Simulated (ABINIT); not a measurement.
Sn, 1 atom in the cell. Symmetry: Immm, No. 71, orthorhombic system. The conventional cell has a = 3.453 Å, b = 3.551 Å, c = 4.677 Å, α = 90.00°, β = 90.00°, γ = 90.00°. Sn (site symmetry mmm) has 12 Sn at 3.41 to 3.55 Å as nearest neighbours. This isn't the form of Sn at room conditions, which is tetragonal (white tin).

* Program: ABINIT 10.8.3 (patched build)
* Task: band structure
* Functional: LDA
* Potentials or basis: JTH PAW PBE v2.0
* Cutoff: 707 eV
* k mesh: 11 × 11 × 11
* Occupations: fermi-dirac, width 0.05 eV
* Spin: no spin polarisation
* Fine-grid cutoff: 1306.15 eV

Potentials or basis: JTH PAW PBE v2.0.

The run is started by

```sh
$ abinit run.abi > log 2>&1
```

Hardware: 1 thread of Arm Neoverse V1 (shared host).

Question: Estimate the wall time of this run.

Answer: It took 2 min on 1 thread of Arm Neoverse V1 (shared host), peak memory 0.19 GiB. Counts: scf iterations 8, mpi ranks 1, k points 216, bands 11, plane waves 1247.
